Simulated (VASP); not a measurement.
# Ta (Im-3m) in VASP: notebook

One crystal, Ta, is run at these levels: PBE; tasks: relaxation of cell and atoms, vibrations by finite differences.

Everything below comes from runs of VASP 6.6.1. Logs are shortened: lines on timing, memory, paths and dates and some standing lists are left out, and cuts for length are marked.

## (1) The crystal as given

The structure is cubic, space group Im-3m (No. 229). The conventional cell has a = 3.303 Å, b = 3.303 Å, c = 3.303 Å, α = 90.00°, β = 90.00°, γ = 90.00°. Ta (site symmetry m-3m) is surrounded by 8 Ta at 2.86 Å.

## (2) Relaxation of cell and atoms, PBE

Contents of INCAR:

```
SYSTEM = Ta
PREC     = Accurate       ! precision mode
ENCUT    = 520            ! plane-wave cutoff, eV
EDIFF    = 1E-7           ! SCF threshold, eV
ISMEAR   = 0              ! smearing method
SIGMA    = 0.1            ! smearing width, eV
LREAL    = .FALSE.        ! projectors in reciprocal space
LASPH    = .TRUE.         ! aspherical terms in the spheres
NELM     = 100            ! most SCF steps
ALGO     = Normal         ! electronic algorithm
ISIF     = 3              ! what is computed and relaxed
LWAVE    = .FALSE.        ! write WAVECAR
LCHARG   = .FALSE.        ! write CHGCAR
GGA      = PE             ! functional
IBRION   = 2              ! ionic algorithm
NSW      = 80             ! ionic steps
EDIFFG   = -0.002         ! ionic threshold
```

Contents of KPOINTS:

```
Automatic mesh
0
G
  18 18 18
  0 0 0
```

Contents of POSCAR:

```
Ta
1.0
   -1.6512800000      1.6512800000      1.6512800000
    1.6512800000     -1.6512800000      1.6512800000
    1.6512800000      1.6512800000     -1.6512800000
Ta
1
Direct
    0.0000000000      0.0000000000      0.0000000000
```

Potentials or basis: VASP PAW PBE potentials, release 64 (Ta_pv).

The run is started by

```sh
cat potpaw_PBE.64/Ta_pv/POTCAR > POTCAR
mpirun -np 1 vasp_std > vasp.out
```

OUTCAR:

```text
SYSTEM = Ta
   PREC = Accurate
   ENCUT = 520
   EDIFF = 1E-7
   ISMEAR = 0
   LREAL = .FALSE.
   LASPH = .TRUE.
   NELM = 100
   ISIF = 3
   GGA = PE
   IBRION = 2
   NSW = 80
   EDIFFG = -0.002

 ion  position               nearest neighbor table
   1  0.000  0.000  0.000-

  LATTYP: Found a body centered cubic cell.
 ALAT       =     3.3025600000

  Lattice vectors:

 A1 = (  -1.6512800000,   1.6512800000,   1.6512800000)
 A2 = (   1.6512800000,  -1.6512800000,   1.6512800000)
 A3 = (   1.6512800000,   1.6512800000,  -1.6512800000)

Analysis of symmetry for initial positions (statically):
=====================================================================
 Subroutine PRICEL returns:
 Original cell was already a primitive cell.

 Routine SETGRP: Setting up the symmetry group for a
 body centered cubic supercell.

 Subroutine GETGRP returns: Found 48 space group operations
 (whereof 48 operations were pure point group operations)
 out of a pool of 48 trial point group operations.

The static configuration has the point symmetry O_h .

Analysis of symmetry for dynamics (positions and initial velocities):
=====================================================================
 Subroutine PRICEL returns:
 Original cell was already a primitive cell.

 Routine SETGRP: Setting up the symmetry group for a
 body centered cubic supercell.

 Subroutine GETGRP returns: Found 48 space group operations
 (whereof 48 operations were pure point group operations)
 out of a pool of 48 trial point group operations.

The dynamic configuration has the point symmetry O_h .

 Subroutine INISYM returns: Found 48 space group operations
 (whereof 48 operations are pure point group operations),
 and found     1 'primitive' translations

----------------------------------------------------------------------------------------

                                     Primitive cell

  volume of cell :      18.0104

  direct lattice vectors                    reciprocal lattice vectors
    -1.651280000  1.651280000  1.651280000     0.000000000  0.302795407  0.302795407
     1.651280000 -1.651280000  1.651280000     0.302795407  0.000000000  0.302795407
     1.651280000  1.651280000 -1.651280000     0.302795407  0.302795407  0.000000000

  length of vectors
     2.860100858  2.860100858  2.860100858     0.428217371  0.428217371  0.428217371

  position of ions in fractional coordinates (direct lattice)
     0.000000000  0.000000000  0.000000000

  ion indices of the primitive-cell ions
   primitive index   ion index
                 1           1

----------------------------------------------------------------------------------------

 KPOINTS: Automatic mesh

Automatic generation of k-mesh.
 Grid dimensions read from file:
 generate k-points for:   18   18   18

 Generating k-lattice:

  Cartesian coordinates                     Fractional coordinates (reciprocal lattice)
     0.000000000  0.016821967  0.016821967     0.055555556  0.000000000  0.000000000
     0.016821967  0.000000000  0.016821967     0.000000000  0.055555556  0.000000000
     0.016821967  0.016821967  0.000000000     0.000000000  0.000000000  0.055555556

  Length of vectors
     0.023789854  0.023789854  0.023789854

  Shift w.r.t. Gamma in fractional coordinates (k-lattice)
     0.000000000  0.000000000  0.000000000

 Subroutine IBZKPT returns following result:
 ===========================================

 Found    195 irreducible k-points:

 Following reciprocal coordinates:
            Coordinates               Weight
  0.000000  0.000000  0.000000      1.000000
  0.055556  0.000000  0.000000     12.000000
  0.111111  0.000000  0.000000     12.000000
  0.166667  0.000000  0.000000     12.000000
  0.222222  0.000000  0.000000     12.000000
  0.277778  0.000000  0.000000     12.000000
[... 16 lines left out ...]
  0.333333  0.111111  0.000000     48.000000
  0.388889  0.111111  0.000000     48.000000
 [... further k-points ...]
   k-points           NKPTS =    195   k-points in BZ     NKDIM =    195   number of bands    NBANDS=      9
   number of dos      NEDOS =    301   number of ions     NIONS =      1
   total plane-waves  NPLWV =  13824
   dimension x,y,z NGX =    24 NGY =   24 NGZ =   24
   dimension x,y,z NGXF=    48 NGYF=   48 NGZF=   48
   ions per type =               1
   NGX,Y,Z   is equivalent  to a cutoff of  13.95, 13.95, 13.95 a.u.
   NGXF,Y,Z  is equivalent  to a cutoff of  27.90, 27.90, 27.90 a.u.
 SYSTEM =  Ta
   PREC   = accura    normal or accurate (medium, high low for compatibility)
   ISTART =      0    job   : 0-new  1-cont  2-samecut
   ICHARG =      2    charge: 1-file 2-atom 10-const
   ISPIN  =      1    spin polarized calculation?
   LNONCOLLINEAR =      F non collinear calculations
   LSORBIT =      F    spin-orbit coupling
   LASPH  =      T    aspherical Exc in radial PAW
   ENCUT  =  520.0 eV  38.22 Ry    6.18 a.u.   5.32  5.32  5.32*2*pi/ulx,y,z
   NELM   =    100;   NELMIN=  2; NELMDL= -5     # of ELM steps
   EDIFF  = 0.1E-06   stopping-criterion for ELM
   LREAL  =      F    real-space projection
   EDIFFG = -.2E-02   stopping-criterion for IOM
   NSW    =     80    number of steps for IOM
   IBRION =      2    ionic relax: 0-MD 1-quasi-New 2-CG
   NFREE  =      1    steps in history (QN), initial steepest desc. (CG)
   ISIF   =      3    stress and relaxation
   ISYM   =      2    0-nonsym 1-usesym 2-fastsym
   POTIM  = 0.5000    time-step for ionic-motion
   TEBEG  =    0.0;   TEEND  =   0.0 temperature during run
   PSTRESS=    0.0 pullay stress
   NELECT =      11.0000    total number of electrons
   NUPDOWN=      -1.0000    fix difference up-down
   EMIN   =  10.00;   EMAX   =-10.00  energy-range for DOS
   EFERMI =   0.00;   METHOD = LEGACY
   ISMEAR =     0;   SIGMA  =   0.10  broadening in eV -4-tet -1-fermi 0-gaus
   EFERMI_NEDOS =   21; number of points for ismear=-14 and -15
   IALGO  =     38    algorithm
   IMIX   =      4    mixing-type and parameters
     AMIX     =   0.40;   BMIX     =  1.00
     AMIX_MAG =   1.60;   BMIX_MAG =  1.00
  volume/ion in A,a.u.               =      18.01       121.54
  Fermi-wavevector in a.u.,A,eV,Ry     =   1.388988  2.624806 26.249534  1.929286
  Thomas-Fermi vector in A             =   2.513061
   LORBIT       =      0    0 simple, 1 ext, 2 COOP (PROOUT), +10 PAW based schemes
   GGA     = PE    functional components
   LHFCALC =     F    Hartree Fock is set to
   AEXX    =    0.0000 exact exchange contribution
   IVDW    =     0    specifies the selected vdW correction
   LEPSILON=     F    determine dielectric tensor
   LRPA    =     F    only Hartree local field effects (RPA)
 conjugate gradient relaxation of ions
 non-spin polarized calculation
 Gauss-broadening in eV      SIGMA  =   0.10
  energy-cutoff  :      520.00
  volume of cell :       18.01
 maximum number of plane-waves:       498
 NGX is ok and might be reduce to    24
   NGX = 11   NGY = 11   NGZ = 11

--------------------------------------- Ionic step        1  -------------------------------------------

 number of electron      11.0000002 magnetization

 Free energy of the ion-electron system (eV)
  ---------------------------------------------------
  ext. energy  EPLUGINS =         0.00000000
  ---------------------------------------------------
  free energy    TOTEN  =       -11.81363491 eV

  energy without entropy =      -11.80757936  energy(sigma->0) =      -11.81060713

------------------------ aborting loop because EDIFF is reached ----------------------------------------

  FORCE on cell =-STRESS in cart. coord.  units (eV):
  Direction    XX          YY          ZZ          XY          YZ          ZX
  --------------------------------------------------------------------------------------
  -------------------------------------------------------------------------------------
  Total        0.3435451      0.3435451      0.3435451      0.0000000      0.0000000     -0.0000000
  in kB       30.5613232     30.5613232     30.5613232      0.0000000      0.0000000     -0.0000000
  external PRESSURE =      30.5613232 kB  Pullay stress =       0.0000000 kB
[... 86 lines left out ...]
  FREE ENERGIE OF THE ION-ELECTRON SYSTEM (eV)
  ---------------------------------------------------
  free  energy   TOTEN  =       -11.8162245493 eV

  energy  without entropy=      -11.8101363567  energy(sigma->0) =      -11.81318045

[... ionic steps 4 to 12 ...]

--------------------------------------- Ionic step       13  -------------------------------------------

 number of electron      11.0000001 magnetization

------------------------ aborting loop because EDIFF is reached ----------------------------------------

  FORCE on cell =-STRESS in cart. coord.  units (eV):
  Direction    XX          YY          ZZ          XY          YZ          ZX
  --------------------------------------------------------------------------------------
  -------------------------------------------------------------------------------------
  Total        0.0034914      0.0034914      0.0034914     -0.0000000      0.0000000      0.0000000
  in kB        0.3059332      0.3059332      0.3059332     -0.0000000      0.0000000      0.0000000
  external PRESSURE =       0.3059332 kB  Pullay stress =       0.0000000 kB
[... 55 lines left out ...]
  energy  without entropy=      -11.8101372162  energy(sigma->0) =      -11.81318105

--------------------------------------- Ionic step       15  -------------------------------------------

 number of electron      11.0000001 magnetization

 Free energy of the ion-electron system (eV)
  ---------------------------------------------------
  ext. energy  EPLUGINS =         0.00000000
  ---------------------------------------------------
  free energy    TOTEN  =       -11.81622492 eV

  energy without entropy =      -11.81013718  energy(sigma->0) =      -11.81318105

 E-fermi :   5.3746     XC(G=0): -12.5409

 val. band max:        5.3541381735   @ k =   0.1111   0.1111   0.0000
 cond. band min:       5.3763345551   @ k =   0.3333   0.1667   0.0556
 fundamental gap:      0.0221963816
 Fermi energy:         5.3745795067

 k-point     1 :       0.0000    0.0000    0.0000
  band No.  band energies     occupation
      1     -27.7660      2.00000
      2     -27.7660      2.00000
      3     -27.7660      2.00000
      4      -2.4935      2.00000
      5       6.0996      0.00000
      6       6.0996      0.00000
      7       6.0996      0.00000
      8       9.3194      0.00000
      9       9.3194      0.00000
[... 265 lines left out ...]
 k-point    24 :       0.3889    0.1111    0.0000
  band No.  band energies     occupation
      1     -28.8133      2.00000
      2     -28.1579      2.00000
      3     -27.8215      2.00000
      4       1.4376      2.00000
      5       3.9830      2.00000
      6       5.9801      0.00000
      7       9.0651      0.00000
      8      10.3315      0.00000
      9      13.1165      0.00000

 [... further k-points ...]

------------------------ aborting loop because EDIFF is reached ----------------------------------------

  FORCE on cell =-STRESS in cart. coord.  units (eV):
  Direction    XX          YY          ZZ          XY          YZ          ZX
  --------------------------------------------------------------------------------------
  -------------------------------------------------------------------------------------
  Total        0.0015198      0.0015198      0.0015198      0.0000000      0.0000000      0.0000000
  in kB        0.1331630      0.1331630      0.1331630      0.0000000      0.0000000      0.0000000
  external PRESSURE =       0.1331630 kB  Pullay stress =       0.0000000 kB
[... 16 lines left out ...]
  FREE ENERGIE OF THE ION-ELECTRON SYSTEM (eV)
  ---------------------------------------------------
  free  energy   TOTEN  =       -11.8162249190 eV

  energy  without entropy=      -11.8101371830  energy(sigma->0) =      -11.81318105

 reached required accuracy - stopping structural energy minimisation
```

It took 1.7 min on 1 thread of AMD EPYC 7R13 (Zen 3), shared host; peak memory 0.15 GiB.

What came out:

```yaml
Free_energy: -11.8162 eV
Relaxed_volume: 18.29 Å³/atom
Relaxed_cell: a = 2.875 Å, b = 2.875 Å, c = 2.875 Å, α = 109.47°, β = 109.47°, γ = 109.47°
Space_group_after_relaxing_to_0.05_Å: Im-3m (No. 229)
Energy_gained_by_relaxing: 2.6 meV/atom
Ionic_steps: 15
Pressure_after_relaxing: 0.0 GPa
Band_gap_on_the_k_mesh: none (metal or under the smearing width)
```

Step by step:
| step | energy change (eV) | largest force (eV/Å) | pressure (GPa) | volume (Å³) |
| --- | --- | --- | --- | --- |
| 1 | 0.0000 | 0.0000 | 3.06 | 18.01 |
| 2 | 0.0101 | 0.0000 | -6.25 | 18.92 |
| 3 | -0.0026 | 0.0000 | -0.03 | 18.29 |
| 4 | -0.0026 | 0.0000 | 0.03 | 18.28 |
| 5 | -0.0026 | 0.0000 | 0.03 | 18.28 |
| 6 | -0.0026 | 0.0000 | 0.04 | 18.28 |
| 7 | -0.0026 | 0.0000 | 0.03 | 18.28 |
| 8 | -0.0026 | 0.0000 | 0.03 | 18.28 |
| 9 | -0.0026 | 0.0000 | 0.03 | 18.28 |
| 10 | -0.0026 | 0.0000 | 0.03 | 18.28 |
| 11 | -0.0026 | 0.0000 | 0.03 | 18.28 |
| 12 | -0.0026 | 0.0000 | 0.03 | 18.28 |
| 13 | -0.0026 | 0.0000 | 0.03 | 18.28 |
| 14 | -0.0026 | 0.0000 | 0.03 | 18.28 |
| 15 | -0.0026 | 0.0000 | 0.01 | 18.29 |

Final structure:
```
Ta
1.0
    -1.65965    1.65965    1.65965
     1.65965   -1.65965    1.65965
     1.65965    1.65965   -1.65965
Ta
1
Cartesian
  -1.6596 1.6596 1.6596
```

The run has no spin-orbit coupling, so splittings on Ta are missing. Zero-point motion and thermal expansion aren't in these numbers.

[end of part 1 of 2]
